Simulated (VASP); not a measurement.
# SnSe2 (P-3m1) in VASP: settings compared

One crystal, SnSe2, is run at these levels: AM05, PBE, PBEsol; tasks: band structure, evGW0 quasiparticle levels, equation of state.

Everything below comes from runs of VASP 6.6.1. Logs are shortened: lines on timing, memory, paths and dates and some standing lists are left out, and cuts for length are marked.

## (1) The crystal as given

It takes space group P-3m1 (No. 164, trigonal). Conventional cell: a = 3.811 Å, b = 3.811 Å, c = 6.136 Å, α = 90.00°, β = 90.00°, γ = 120.00°. Sn (site symmetry -3m) is surrounded by 6 Se at 2.68 Å. Se (site symmetry 3m) has 3 Sn at 2.68 Å as nearest neighbours.

## (2) Band structure, AM05

Contents of INCAR:

```
SYSTEM = SnSe2
  PREC = Accurate
  ENCUT = 520
  EDIFF = 1E-6
  ISMEAR = -1
  SIGMA = 0.05
  LREAL = .FALSE.
  LASPH = .TRUE.
  NELM = 100
  ALGO = Normal
  ISIF = 2
  LWAVE = .FALSE.
  LCHARG = .FALSE.
  GGA = AM
```

Contents of KPOINTS:

```
regular mesh
0
G
  8 8 5
  0 0 0
```

Contents of POSCAR:

```
SnSe2
1.0
    3.8110000000      0.0000000000      0.0000000000
   -1.9055000000      3.3004228138      0.0000000000
    0.0000000000      0.0000000000      6.1360000000
Sn Se
1 2
Direct
    0.0000000000      0.0000000000      0.0000000000
    0.6666666667      0.3333333333      0.7510000000
    0.3333333333      0.6666666667      0.2490000000
```

Contents of KPOINTS_OPT:

```
path GMKGALHA,LM,KH
10
line-mode
reciprocal
 0.0000000000  0.0000000000  0.0000000000  G
 0.5000000000  0.0000000000  0.0000000000  M

 0.5000000000  0.0000000000  0.0000000000  M
 0.3333333333  0.3333333333  0.0000000000  K

 0.3333333333  0.3333333333  0.0000000000  K
 0.0000000000  0.0000000000  0.0000000000  G

 0.0000000000  0.0000000000  0.0000000000  G
 0.0000000000  0.0000000000  0.5000000000  A

 0.0000000000  0.0000000000  0.5000000000  A
 0.5000000000  0.0000000000  0.5000000000  L

 0.5000000000  0.0000000000  0.5000000000  L
 0.3333333333  0.3333333333  0.5000000000  H

 0.3333333333  0.3333333333  0.5000000000  H
 0.0000000000  0.0000000000  0.5000000000  A

 0.5000000000  0.0000000000  0.5000000000  L
 0.5000000000  0.0000000000  0.0000000000  M

 0.3333333333  0.3333333333  0.0000000000  K
 0.3333333333  0.3333333333  0.5000000000  H
```

Potentials or basis: VASP PAW PBE potentials, release 64 (Sn_d, Se).

Launch:

```
> cat potpaw_PBE.64/Sn_d/POTCAR potpaw_PBE.64/Se/POTCAR > POTCAR
> mpirun -np 1 vasp_std > vasp.out
```

OUTCAR:

```text
SYSTEM = SnSe2
   PREC = Accurate
   ENCUT = 520
   EDIFF = 1E-6
   ISMEAR = -1
   LREAL = .FALSE.
   LASPH = .TRUE.
   NELM = 100
   ISIF = 2
   GGA = AM

 ion  position               nearest neighbor table
   1  0.000  0.000  0.000-   2 2.68   3 2.68   3 2.68   2 2.68   2 2.68   3 2.68
   2  0.667  0.333  0.751-   1 2.68   1 2.68   1 2.68
   3  0.333  0.667  0.249-   1 2.68   1 2.68   1 2.68

  LATTYP: Found a hexagonal cell.
 ALAT       =     3.8110000000
 C/A-ratio  =     1.6100760955

  Lattice vectors:

 A1 = (   3.8110000000,   0.0000000000,   0.0000000000)
 A2 = (  -1.9055000000,   3.3004228138,   0.0000000000)
 A3 = (   0.0000000000,   0.0000000000,   6.1360000000)

Analysis of symmetry for initial positions (statically):
=====================================================================
 Subroutine PRICEL returns:
 Original cell was already a primitive cell.

 Routine SETGRP: Setting up the symmetry group for a
 hexagonal supercell.

 Subroutine GETGRP returns: Found 12 space group operations
 (whereof 12 operations were pure point group operations)
 out of a pool of 24 trial point group operations.

The static configuration has the point symmetry D_3d.

Analysis of symmetry for dynamics (positions and initial velocities):
=====================================================================
 Subroutine PRICEL returns:
 Original cell was already a primitive cell.

 Routine SETGRP: Setting up the symmetry group for a
 hexagonal supercell.

 Subroutine GETGRP returns: Found 12 space group operations
 (whereof 12 operations were pure point group operations)
 out of a pool of 24 trial point group operations.

The dynamic configuration has the point symmetry D_3d.

 Subroutine INISYM returns: Found 12 space group operations
 (whereof 12 operations are pure point group operations),
 and found     1 'primitive' translations

----------------------------------------------------------------------------------------

                                     Primitive cell

  volume of cell :      77.1781

  direct lattice vectors                    reciprocal lattice vectors
     3.811000000  0.000000000  0.000000000     0.262398321  0.151495741  0.000000000
    -1.905500000  3.300422814  0.000000000     0.000000000  0.302991482  0.000000000
     0.000000000  0.000000000  6.136000000     0.000000000  0.000000000  0.162972621

  length of vectors
     3.811000000  3.811000000  6.136000000     0.302991482  0.302991482  0.162972621

  position of ions in fractional coordinates (direct lattice)
     0.000000000  0.000000000  0.000000000
     0.666666667  0.333333333  0.751000000
     0.333333333  0.666666667  0.249000000

  ion indices of the primitive-cell ions
   primitive index   ion index
                 1           1
                 2           2
                 3           3

----------------------------------------------------------------------------------------

 KPOINTS: regular mesh

Automatic generation of k-mesh.
 Grid dimensions read from file:
 generate k-points for:    8    8    5

 Generating k-lattice:

  Cartesian coordinates                     Fractional coordinates (reciprocal lattice)
     0.032799790  0.018936968  0.000000000     0.125000000  0.000000000  0.000000000
     0.000000000  0.037873935  0.000000000     0.000000000  0.125000000  0.000000000
     0.000000000  0.000000000  0.032594524     0.000000000  0.000000000  0.200000000

  Length of vectors
     0.037873935  0.037873935  0.032594524

  Shift w.r.t. Gamma in fractional coordinates (k-lattice)
     0.000000000  0.000000000  0.000000000

 Subroutine IBZKPT returns following result:
 ===========================================

 Found     40 irreducible k-points:

 Following reciprocal coordinates:
            Coordinates               Weight
  0.000000  0.000000  0.000000      1.000000
  0.125000  0.000000  0.000000      6.000000
  0.250000  0.000000  0.000000      6.000000
  0.375000  0.000000  0.000000      6.000000
  0.500000  0.000000  0.000000      3.000000
  0.125000  0.125000  0.000000      6.000000
[... 16 lines left out ...]
 -0.125000  0.500000  0.200000     12.000000
  0.250000  0.250000  0.200000     12.000000
 [... further k-points ...]
   k-points           NKPTS =     40   k-points in BZ     NKDIM =     40   number of bands    NBANDS=     17
   number of dos      NEDOS =    301   number of ions     NIONS =      3
   total plane-waves  NPLWV =  37632
   dimension x,y,z NGX =    28 NGY =   28 NGZ =   48
   dimension x,y,z NGXF=    56 NGYF=   56 NGZF=   96
   ions per type =               1   2
   NGX,Y,Z   is equivalent  to a cutoff of  12.21, 12.21, 13.00 a.u.
   NGXF,Y,Z  is equivalent  to a cutoff of  24.43, 24.43, 26.01 a.u.
 SYSTEM =  SnSe2
   PREC   = accura    normal or accurate (medium, high low for compatibility)
   ISTART =      0    job   : 0-new  1-cont  2-samecut
   ICHARG =      2    charge: 1-file 2-atom 10-const
   ISPIN  =      1    spin polarized calculation?
   LNONCOLLINEAR =      F non collinear calculations
   LSORBIT =      F    spin-orbit coupling
   LASPH  =      T    aspherical Exc in radial PAW
   ENCUT  =  520.0 eV  38.22 Ry    6.18 a.u.   7.09  7.09 11.41*2*pi/ulx,y,z
   NELM   =    100;   NELMIN=  2; NELMDL= -5     # of ELM steps
   EDIFF  = 0.1E-05   stopping-criterion for ELM
   LREAL  =      F    real-space projection
   EDIFFG = 0.1E-04   stopping-criterion for IOM
   NSW    =      0    number of steps for IOM
   IBRION =     -1    ionic relax: 0-MD 1-quasi-New 2-CG
   NFREE  =      0    steps in history (QN), initial steepest desc. (CG)
   ISIF   =      2    stress and relaxation
   ISYM   =      2    0-nonsym 1-usesym 2-fastsym
   POTIM  = 0.5000    time-step for ionic-motion
   TEBEG  =    0.0;   TEEND  =   0.0 temperature during run
   PSTRESS=    0.0 pullay stress
   NELECT =      26.0000    total number of electrons
   NUPDOWN=      -1.0000    fix difference up-down
   EMIN   =  10.00;   EMAX   =-10.00  energy-range for DOS
   EFERMI =   0.00;   METHOD = LEGACY
   ISMEAR =    -1;   SIGMA  =   0.05  broadening in eV -4-tet -1-fermi 0-gaus
   EFERMI_NEDOS =   21; number of points for ismear=-14 and -15
   IALGO  =     38    algorithm
   IMIX   =      4    mixing-type and parameters
     AMIX     =   0.40;   BMIX     =  1.00
     AMIX_MAG =   1.60;   BMIX_MAG =  1.00
  volume/ion in A,a.u.               =      25.73       173.61
  Fermi-wavevector in a.u.,A,eV,Ry     =   1.139116  2.152617 17.654722  1.297585
  Thomas-Fermi vector in A             =   2.275820
   LORBIT       =      0    0 simple, 1 ext, 2 COOP (PROOUT), +10 PAW based schemes
   GGA     = AM    functional components
   LHFCALC =     F    Hartree Fock is set to
   AEXX    =    0.0000 exact exchange contribution
   IVDW    =     0    specifies the selected vdW correction
   LEPSILON=     F    determine dielectric tensor
   LRPA    =     F    only Hartree local field effects (RPA)
 non-spin polarized calculation
  energy-cutoff  :      520.00
  volume of cell :       77.18
 maximum number of plane-waves:      2095
   NGX = 15   NGY = 15   NGZ = 23

 number of electron      26.0000006 magnetization

 Free energy of the ion-electron system (eV)
  ---------------------------------------------------
  ext. energy  EPLUGINS =         0.00000000
  ---------------------------------------------------
  free energy    TOTEN  =       -12.18203880 eV

  energy without entropy =      -12.18201143  energy(sigma->0) =      -12.18202511

 E-fermi :   4.5161     XC(G=0):  -9.5059

 val. band max:        4.1131791817   @ k =   0.1250   0.0000   0.0000
 cond. band min:       4.8875305793   @ k =   0.5000   0.0000   0.4000
 fundamental gap:      0.7743513976
 Fermi energy:         4.5161394549

 k-point     1 :       0.0000    0.0000    0.0000
  band No.  band energies     occupation
      1     -17.0772      2.00000
      2     -17.0772      2.00000
      3     -17.0429      2.00000
      4     -17.0258      2.00000
      5     -17.0258      2.00000
      6      -9.9024      2.00000
[... 9 lines left out ...]
     16       8.7077      0.00000
     17       8.7077      0.00000

 k-point     2 :       0.1250    0.0000    0.0000
  band No.  band energies     occupation
      1     -17.0853      2.00000
      2     -17.0718      2.00000
      3     -17.0385      2.00000
      4     -17.0291      2.00000
      5     -17.0246      2.00000
      6      -9.7452      2.00000
[... 9 lines left out ...]
     16       8.5174      0.00000
     17       9.0159      0.00000

 k-point     3 :       0.2500    0.0000    0.0000
  band No.  band energies     occupation
      1     -17.1070      2.00000
      2     -17.0624      2.00000
      3     -17.0397      2.00000
      4     -17.0229      2.00000
      5     -17.0179      2.00000
      6      -9.2969      2.00000
[... 9 lines left out ...]
     16       9.4932      0.00000
     17       9.7974      0.00000

 k-point     4 :       0.3750    0.0000    0.0000
  band No.  band energies     occupation
      1     -17.1300      2.00000
      2     -17.0584      2.00000
      3     -17.0466      2.00000
      4     -17.0097      2.00000
      5     -17.0057      2.00000
      6      -8.6620      2.00000
[... 9 lines left out ...]
     16       9.5947      0.00000
     17       9.7391      0.00000

 k-point     5 :       0.5000    0.0000    0.0000
  band No.  band energies     occupation
      1     -17.1396      2.00000
      2     -17.0579      2.00000
      3     -17.0494      2.00000
      4     -17.0041      2.00000
      5     -16.9994      2.00000
      6      -8.2266      2.00000
[... 9 lines left out ...]
     16       9.5308      0.00000
     17       9.5643      0.00000

 k-point     6 :       0.1250    0.1250    0.0000
  band No.  band energies     occupation
      1     -17.0976      2.00000
      2     -17.0677      2.00000
      3     -17.0337      2.00000
      4     -17.0320      2.00000
      5     -17.0188      2.00000
      6      -9.4414      2.00000
[... 9 lines left out ...]
     16       8.6191      0.00000
     17       9.5679      0.00000
[... 281 lines left out ...]
 k-point    21 :      -0.1250    0.3750    0.2000
  band No.  band energies     occupation
      1     -17.1161      2.00000
      2     -17.0655      2.00000
      3     -17.0397      2.00000
      4     -17.0223      2.00000
      5     -17.0069      2.00000
      6      -8.8453      2.00000
[... 9 lines left out ...]
     16       9.3389      0.00000
     17      10.7074      0.00000

 k-point    22 :       0.3750    0.1250    0.2000
  band No.  band energies     occupation
      1     -17.1300      2.00000
      2     -17.0656      2.00000
      3     -17.0439      2.00000
      4     -17.0093      2.00000
      5     -17.0021      2.00000
      6      -8.2487      2.00000
[... 9 lines left out ...]
     16       9.4545      0.00000
     17       9.9533      0.00000

 k-point    23 :      -0.1250    0.5000    0.2000
  band No.  band energies     occupation
      1     -17.1300      2.00000
      2     -17.0656      2.00000
      3     -17.0440      2.00000
      4     -17.0092      2.00000
      5     -17.0021      2.00000
      6      -8.2504      2.00000
[... 9 lines left out ...]
     16       9.5099      0.00000
     17      10.3471      0.00000

 k-point    24 :       0.2500    0.2500    0.2000
  band No.  band energies     occupation
      1     -17.1164      2.00000
      2     -17.0773      2.00000
      3     -17.0338      2.00000
      4     -17.0213      2.00000
      5     -17.0025      2.00000
      6      -8.2933      2.00000
[... 9 lines left out ...]
     16      10.1039      0.00000
     17      10.9065      0.00000

 [... further k-points ...]

------------------------ aborting loop because EDIFF is reached ----------------------------------------

  FORCE on cell =-STRESS in cart. coord.  units (eV):
  Direction    XX          YY          ZZ          XY          YZ          ZX
  --------------------------------------------------------------------------------------
  -------------------------------------------------------------------------------------
  Total        1.0667515      1.0667515      2.0475675      0.0000000      0.0000000      0.0000000
  in kB       22.1452188     22.1452188     42.5064587      0.0000000      0.0000000      0.0000000
  external PRESSURE =      28.9322988 kB  Pullay stress =       0.0000000 kB

 VOLUME and BASIS-vectors are now :
 -----------------------------------------------------------------------------
  energy-cutoff  :      520.00
  volume of cell :       77.18
      direct lattice vectors                 reciprocal lattice vectors
     3.811000000  0.000000000  0.000000000     0.262398321  0.151495741  0.000000000
    -1.905500000  3.300422814  0.000000000     0.000000000  0.302991482  0.000000000
     0.000000000  0.000000000  6.136000000     0.000000000  0.000000000  0.162972621

 POSITION                                       TOTAL-FORCE (eV/Angst)
 -----------------------------------------------------------------------------------
      0.00000      0.00000      0.00000         0.000000      0.000000      0.000000
      1.90550      1.10014      4.60814        -0.000000      0.000000     -0.524519
     -0.00000      2.20028      1.52786         0.000000     -0.000000      0.524519
 -----------------------------------------------------------------------------------
    total drift:                                0.000000      0.000000      0.000000

  FREE ENERGIE OF THE ION-ELECTRON SYSTEM (eV)
  ---------------------------------------------------
  free  energy   TOTEN  =       -12.1820387989 eV

  energy  without entropy=      -12.1820114279  energy(sigma->0) =      -12.18202511
```

It took 63 s on 1 thread of Intel Xeon Platinum 8488C (Sapphire Rapids), shared host; peak memory 0.23 GiB.

Results:

```yaml
Free_energy: -12.1820 eV
Pressure: 2.9 GPa
Largest_force: 0.525 eV/Å
Band_gap_on_the_k_mesh: 0.77 eV, indirect (least direct gap 1.07 eV)
Band_gap_along_the_path: 0.69 eV, indirect (least direct gap 1.07 eV)
```

Forces in eV/Å, atoms in the order of the input:
```
Sn   0.000  0.000  0.000
Se   0.000  0.000 -0.525
Se   0.000  0.000  0.525
```

Levels at the corners of the path, in eV from the valence-band top:
```tsv
point	band 9	band 10	band 11	band 12	band 13	band 14	band 15	band 16	band 17
Γ	-0.75	-0.75	-0.43	-0.43	-0.05	1.02	2.84	4.56	4.56
M	-4.55	-2.96	-2.74	-1.24	-0.35	1.08	3.71	5.38	5.41
M	-4.55	-2.96	-2.74	-1.24	-0.35	1.08	3.71	5.38	5.41
K	-3.78	-3.78	-3.41	-1.57	-1.57	1.37	6.58	6.58	7.28
K	-3.78	-3.78	-3.41	-1.57	-1.57	1.37	6.58	6.58	7.29
Γ	-0.75	-0.75	-0.43	-0.43	-0.05	1.02	2.84	4.56	4.56
Γ	-0.75	-0.75	-0.43	-0.43	-0.05	1.02	2.84	4.56	4.56
A	-2.08	-0.84	-0.84	-0.28	-0.28	2.38	2.82	4.29	4.29
A	-2.08	-0.84	-0.84	-0.28	-0.28	2.38	2.82	4.29	4.29
L	-4.99	-2.58	-2.05	-0.88	-0.74	0.80	4.19	4.77	5.75
L	-4.99	-2.58	-2.05	-0.88	-0.74	0.80	4.19	4.77	5.74
H	-4.28	-4.28	-3.78	-0.41	-0.41	2.49	4.67	4.67	6.18
H	-4.28	-4.28	-3.78	-0.41	-0.41	2.49	4.67	4.67	6.18
A	-2.08	-0.84	-0.84	-0.28	-0.28	2.38	2.82	4.29	4.29
L	-4.99	-2.58	-2.05	-0.88	-0.74	0.80	4.19	4.77	5.74
M	-4.55	-2.96	-2.74	-1.24	-0.35	1.08	3.71	5.38	5.41
K	-3.78	-3.78	-3.41	-1.57	-1.57	1.37	6.58	6.58	7.20
H	-4.28	-4.28	-3.78	-0.41	-0.41	2.49	4.67	4.67	6.18
```

Caveat: the PAW data sets were made with another functional, which shifts forces and pressure a little; spin-orbit coupling is left out, which moves the levels of the heavy elements; the mesh misses the band edges, which the band path finds closer together; this functional lacks dispersion, which binds the layers, so the pressure and a relaxed spacing across them are unreliable.

(Part 1 of 3 ends here.)
